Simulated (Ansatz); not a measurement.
# Gallium, fcc under RPBE: ground state and equation of state, part 2 of 2

Aim: take gallium in the fcc structure, relax it, solve it on a dense k-mesh, then scale the cell to 7 volumes from 88 to 112 % of the relaxed one and try a fit of the equation of state. Spin polarisation is left out. The k-meshes are 13×13×13 for the relaxation; 21×21×21 for the dense run; 14×14×14 for the volumes.

Ansatz 0.2.0; DFT, RPBE, plane waves (420 eV) with PAW, scalar-relativistic. Earlier steps stand in the parts before.

### 6 At 96 % of the relaxed volume

Input file input.yaml:

```yaml
crystal:
  lattice:
    - [0.0, 2.114081692, 2.114081692]
    - [2.114081692, 0.0, 2.114081692]
    - [2.114081692, 2.114081692, 0.0]
  atoms:
    - { symbol: Ga, position: [0.0, 0.0, 0.0] }
hamiltonian:
  xc: rpbe
  pseudopotentials:
    kind: paw
    azcp:
      Ga: "pseudopotentials/Ga.paw.azcp"
basis:
  ecutwfc: 420
  fft_grid_basis: typed
kpoints:
  mp_grid: { grid: [14, 14, 14], shift: [0, 0, 0] }
magnetization:
  spin_polarized: false
scf:
  occupations: { method: fermi_dirac, width: 0.1 }
  lower_state_search: "off"
output:
  stress: true
  write_density: true
  write_potential: true
  elf: true
  volumetric_format: npy
```

Log, cut to the lines that bear on the results:

```text
Warning: RAYON_NUM_THREADS=2 ignored (pool sized by the plan → 2); use --threads N
[...]
Pseudopotentials: kind: paw
Pseudopotential: Ga, paw, valence charge 13, recommended cutoff 420 eV (normal), <dir>
Functional definition: RPBE
[...]
Crystal: 1 atoms, lattice volume = 18.897 Å³
Basis set: ecut = 420 eV, 339 PW (Γ)
Bands: 11, of which v1, the nominal top of the filled ones, is band 7 counted from 1 (6 counted from 0)
Symmetry: 48 space group operations
Space group: Fm-3m (ITA 225), of the structure as read, at distance tolerance 2.7e-5 Å
k-points: 104 of 2744
[...]
SCF iter   1: F=—  HF=-3788.587173 eV  |F-HF|=—  |Δ(HF+E_count)|=         —  Δρ=5.01e-3  dr2=1.55e-3  ethr=1.77e-3  ⟨swp⟩=5.0  Hψ=6823  notcnv=0
[...]
SCF iter   6: F=-3788.586711 eV  HF=-3788.586711 eV  |F-HF|=1.03e-8  |Δ(HF+E_count)|=   6.72e-8  Δρ=5.45e-6  dr2=3.45e-9  ethr=5.01e-10  ⟨swp⟩=8.1  Hψ=6152  notcnv=0
[...]
SCF converged after 6 iterations
Free energy (F): -3788.586711 eV
[...]
E sigma→0 (E₀):  -3788.580312 eV
Entropy (-TS):   -0.012799 eV (-12.799 meV/atom)
Fermi energy:    9.902318 eV
[...]
--- Stress (GPa, compression-positive) ---
        1.811481      -0.000000       0.000000
        0.000000       1.811481       0.000000
       -0.000000       0.000000       1.811481
  P = ⅓ Tr σ = 1.8115 GPa (18.115 kbar)
--- Band table (eV; the first three rows and the last of 104) ---
  k-point 0: bands = ["-5.0583", "-5.0583", "-5.0583", "-4.9390", "-4.9390", "-1.1901", "22.1078", "22.1078", "22.1078", "25.5722", "25.6974"]
[...]
```

Wall time 1.6 s (2 threads of an x86-64 CPU, shared host); peak memory 0.34 GiB.

The maps below are laid out on this run's own conventional cell (a, b, c = 4.228, 4.228, 4.228 Å).

Density in a lattice plane of the grid's cell (edges 4.23 and 4.23 Å, at 0.000 of the third edge), which holds Ga.

Ten even steps from ' ' (0.08 e/Å³) to '@' (52.12 e/Å³):
```
**==..                                      ..==
....                                          ..
                                                
                                                
                                                
                                                
                                                
                      ......                    
                    ..==**==..                  
                    ::**@@**::                  
                    ..==**==..                  
                      ......                    
                                                
                                                
                                                
                                                
                                                
....                                          ..
**==..                                      ..==
@@**::                                      ::**
```
Columns run along the first of these edges and rows up along the second, over one cell in 24 and 20 even steps from the bottom left corner. Atoms in the plane (fractional): Ga at (0.00, 0.00), Ga at (0.50, 0.50).

ELF in the same plane.

Ten even steps from ' ' (0.04) to '@' (0.55):
```
..    ::--====++==--::......::--==++====--::    
    ..--====++++==--::::::::::--==++++====--..  
::----====++++++====----------====++++++====----
========++++++++++++++======++++++++++++++======
====++++++++++++++++++======++++++++++++++++++==
====++++++++++++++==============++++++++++++++==
------====++++++====----::----====++++++====----
::::::--==++++====--..      ..--====++++==--::::
....::--==++====--::    ..    ::--====++==--::..
......--========--..  ..@@..  ..--========--....
....::--==++====--::    ..    ::--====++==--::..
::::::--==++++====--..      ..--====++++==--::::
------====++++++====----::----====++++++====----
====++++++++++++++==============++++++++++++++==
====++++++++++++++++++======++++++++++++++++++==
========++++++++++++++======++++++++++++++======
::----====++++++====----------====++++++====----
    ..--====++++==--::::::::::--==++++====--..  
..    ::--====++==--::......::--==++====--::    
@@..  ..--========--..........--========--..  ..
```
Columns run along the first of these edges and rows up along the second, over one cell in 24 and 20 even steps from the bottom left corner. Atoms in the plane (fractional): Ga at (0.00, 0.00), Ga at (0.50, 0.50).

Both are smooth fields of the valence electrons: close to the nuclei they are not physical.

### 7 At 100 % of the relaxed volume

Changes to input.yaml since step 6:

```diff
@@ -2,5 +2,5 @@
   lattice:
-    - [0.0, 2.114081692, 2.114081692]
-    - [2.114081692, 0.0, 2.114081692]
-    - [2.114081692, 2.114081692, 0.0]
+    - [0.0, 2.1430453143, 2.1430453143]
+    - [2.1430453143, 0.0, 2.1430453143]
+    - [2.1430453143, 2.1430453143, 0.0]
   atoms:
@@ -25,5 +25 @@
   stress: true
-  write_density: true
-  write_potential: true
-  elf: true
-  volumetric_format: npy
```

Log, cut to the lines that bear on the results:

```text
Warning: RAYON_NUM_THREADS=2 ignored (pool sized by the plan → 2); use --threads N
[...]
[... 3 set-up lines as earlier in the session ...]
[...]
Crystal: 1 atoms, lattice volume = 19.684 Å³
Basis set: ecut = 420 eV, 387 PW (Γ)
Bands: 11, of which v1, the nominal top of the filled ones, is band 7 counted from 1 (6 counted from 0)
[... 2 set-up lines as earlier in the session ...]
k-points: 104 of 2744
[...]
SCF iter   1: F=—  HF=-3788.591167 eV  |F-HF|=—  |Δ(HF+E_count)|=         —  Δρ=5.07e-3  dr2=1.65e-3  ethr=1.77e-3  ⟨swp⟩=5.0  Hψ=6757  notcnv=0
[...]
SCF iter   6: F=-3788.590650 eV  HF=-3788.590650 eV  |F-HF|=3.25e-10  |Δ(HF+E_count)|=   4.81e-9  Δρ=1.21e-6  dr2=1.91e-10  ethr=5.87e-11  ⟨swp⟩=1.6  Hψ=3509  notcnv=0
[...]
SCF converged after 6 iterations
Free energy (F): -3788.590650 eV
[...]
E sigma→0 (E₀):  -3788.583591 eV
Entropy (-TS):   -0.014119 eV (-14.119 meV/atom)
Fermi energy:    9.348400 eV
[...]
--- Stress (GPa, compression-positive) ---
       -0.127925       0.000000       0.000000
       -0.000000      -0.127925       0.000000
        0.000000      -0.000000      -0.127925
  P = ⅓ Tr σ = -0.1279 GPa (-1.279 kbar)
```

Run time: 1.3 s. Hardware: 2 threads of an x86-64 CPU, shared host; peak memory 0.34 GiB.

### 8 At 104 % of the relaxed volume

Changes to input.yaml since step 7:

```diff
@@ -2,5 +2,5 @@
   lattice:
-    - [0.0, 2.1430453143, 2.1430453143]
-    - [2.1430453143, 0.0, 2.1430453143]
-    - [2.1430453143, 2.1430453143, 0.0]
+    - [0.0, 2.171246513, 2.171246513]
+    - [2.171246513, 0.0, 2.171246513]
+    - [2.171246513, 2.171246513, 0.0]
   atoms:
```

Log, cut to the lines that bear on the results:

```text
Warning: RAYON_NUM_THREADS=2 ignored (pool sized by the plan → 2); use --threads N
[...]
[... 3 set-up lines as earlier in the session ...]
[...]
Crystal: 1 atoms, lattice volume = 20.472 Å³
Basis set: ecut = 420 eV, 411 PW (Γ)
Bands: 11, of which v1, the nominal top of the filled ones, is band 7 counted from 1 (6 counted from 0)
[... 2 set-up lines as earlier in the session ...]
k-points: 104 of 2744
[...]
SCF iter   1: F=—  HF=-3788.586672 eV  |F-HF|=—  |Δ(HF+E_count)|=         —  Δρ=5.15e-3  dr2=1.77e-3  ethr=1.77e-3  ⟨swp⟩=5.0  Hψ=6686  notcnv=0
[...]
SCF iter   6: F=-3788.586151 eV  HF=-3788.586151 eV  |F-HF|=5.31e-10  |Δ(HF+E_count)|=   8.22e-9  Δρ=1.93e-6  dr2=3.76e-10  ethr=9.07e-11  ⟨swp⟩=1.6  Hψ=3539  notcnv=0
[...]
SCF converged after 6 iterations
Free energy (F): -3788.586151 eV
[...]
E sigma→0 (E₀):  -3788.578477 eV
Entropy (-TS):   -0.015347 eV (-15.347 meV/atom)
Fermi energy:    8.836489 eV
[...]
--- Stress (GPa, compression-positive) ---
       -1.641868      -0.000000       0.000000
        0.000000      -1.641868       0.000000
        0.000000      -0.000000      -1.641868
  P = ⅓ Tr σ = -1.6419 GPa (-16.419 kbar)
```

Run time: 1.3 s. Hardware: 2 threads of an x86-64 CPU, shared host; peak memory 0.34 GiB.

### 9 At 108 % of the relaxed volume

Changes to input.yaml since step 8:

```diff
@@ -2,5 +2,5 @@
   lattice:
-    - [0.0, 2.171246513, 2.171246513]
-    - [2.171246513, 0.0, 2.171246513]
-    - [2.171246513, 2.171246513, 0.0]
+    - [0.0, 2.198733564, 2.198733564]
+    - [2.198733564, 0.0, 2.198733564]
+    - [2.198733564, 2.198733564, 0.0]
   atoms:
```

Log, cut to the lines that bear on the results:

```text
Warning: RAYON_NUM_THREADS=2 ignored (pool sized by the plan → 2); use --threads N
[...]
[... 3 set-up lines as earlier in the session ...]
[...]
Crystal: 1 atoms, lattice volume = 21.259 Å³
Basis set: ecut = 420 eV, 411 PW (Γ)
Bands: 11, of which v1, the nominal top of the filled ones, is band 7 counted from 1 (6 counted from 0)
[... 1 set-up line as earlier in the session ...]
Space group: Fm-3m (ITA 225), of the structure as read, at distance tolerance 2.8e-5 Å
k-points: 104 of 2744
[...]
SCF iter   1: F=—  HF=-3788.575581 eV  |F-HF|=—  |Δ(HF+E_count)|=         —  Δρ=5.16e-3  dr2=1.85e-3  ethr=1.77e-3  ⟨swp⟩=5.0  Hψ=6588  notcnv=0
[...]
SCF iter   6: F=-3788.575044 eV  HF=-3788.575044 eV  |F-HF|=3.83e-10  |Δ(HF+E_count)|=   1.21e-8  Δρ=1.91e-6  dr2=3.02e-10  ethr=9.76e-11  ⟨swp⟩=1.3  Hψ=3421  notcnv=0
[...]
SCF converged after 6 iterations
Free energy (F): -3788.575044 eV
[...]
E sigma→0 (E₀):  -3788.566850 eV
Entropy (-TS):   -0.016387 eV (-16.387 meV/atom)
Fermi energy:    8.362274 eV
[...]
--- Stress (GPa, compression-positive) ---
       -2.831109       0.000000      -0.000000
       -0.000000      -2.831109       0.000000
       -0.000000      -0.000000      -2.831109
  P = ⅓ Tr σ = -2.8311 GPa (-28.311 kbar)
```

Wall time 1.2 s (2 threads of an x86-64 CPU, shared host); peak memory 0.31 GiB.

### 10 At 112 % of the relaxed volume

Changes to input.yaml since step 9:

```diff
@@ -2,5 +2,5 @@
   lattice:
-    - [0.0, 2.198733564, 2.198733564]
-    - [2.198733564, 0.0, 2.198733564]
-    - [2.198733564, 2.198733564, 0.0]
+    - [0.0, 2.2255500309, 2.2255500309]
+    - [2.2255500309, 0.0, 2.2255500309]
+    - [2.2255500309, 2.2255500309, 0.0]
   atoms:
```

Log, cut to the lines that bear on the results:

```text
Warning: RAYON_NUM_THREADS=2 ignored (pool sized by the plan → 2); use --threads N
[...]
[... 3 set-up lines as earlier in the session ...]
[...]
Crystal: 1 atoms, lattice volume = 22.047 Å³
Basis set: ecut = 420 eV, 411 PW (Γ)
Bands: 11, of which v1, the nominal top of the filled ones, is band 7 counted from 1 (6 counted from 0)
[... 2 set-up lines as earlier in the session ...]
k-points: 104 of 2744
[...]
SCF iter   1: F=—  HF=-3788.559297 eV  |F-HF|=—  |Δ(HF+E_count)|=         —  Δρ=5.13e-3  dr2=1.88e-3  ethr=1.77e-3  ⟨swp⟩=5.0  Hψ=6613  notcnv=0
[...]
SCF iter   6: F=-3788.558743 eV  HF=-3788.558743 eV  |F-HF|=7.16e-10  |Δ(HF+E_count)|=   1.44e-8  Δρ=2.27e-6  dr2=4.35e-10  ethr=1.32e-10  ⟨swp⟩=1.6  Hψ=3548  notcnv=0
[...]
SCF converged after 6 iterations
Free energy (F): -3788.558743 eV
[...]
E sigma→0 (E₀):  -3788.550113 eV
Entropy (-TS):   -0.017260 eV (-17.260 meV/atom)
Fermi energy:    7.922403 eV
[...]
--- Stress (GPa, compression-positive) ---
       -3.766926       0.000000       0.000000
        0.000000      -3.766926       0.000000
        0.000000       0.000000      -3.766926
  P = ⅓ Tr σ = -3.7669 GPa (-37.669 kbar)
```

Run time: 1.3 s. Hardware: 2 threads of an x86-64 CPU, shared host; peak memory 0.33 GiB.

### 11 Fitting the volumes

The cell was scaled evenly, with its shape and the fractional positions fixed.

```csv
V (Å³/atom),E − E₀ (meV/atom),P from the stress (GPa),P from the fit (GPa)
17.322,45.7,7.46,7.41
18.110,17.5,4.30,4.18
18.897,3.4,1.81,1.68
19.684,0.1,-0.13,-0.26
20.472,5.2,-1.64,-1.76
21.259,16.9,-2.83,-2.93
22.047,33.6,-3.77,-3.83
```

A third-order Birch-Murnaghan fit gives V₀ = 19.568 Å³/atom, B₀ = 44 GPa and B₀′ = 5.3; it misses no point by more than 0.02 meV/atom.

The fit is made to E(σ → 0), while the stress belongs to the free energy F; that is one source of the offset between the two pressures.

### 12 Summary of results

What follows sums up all 2 parts.

| quantity | value |
| --- | --- |
| space group (spins left aside) | Fm-3m (No. 225) |
| conventional cell | a = 4.286 Å |
| volume | 19.684 Å³/atom |
| shortest distance | 3.031 Å |
| gap on the mesh | none (levels filled in part) |
| relative to alpha-Ga (Cmce) | +16 meV/atom |
| V₀, B₀, B₀′ | 19.568 Å³/atom, 44 GPa, 5.3 |

In words: The relaxation enlarged the cell by 0.5 % in volume. Against the reference form of gallium (alpha-Ga (Cmce), computed apart with the same settings) it stands 16 meV/atom higher. Levels at the Fermi energy are filled in part, as in a metal. The fitted modulus is 44 GPa. Relaxation kept the symmetry; phonons were not checked.
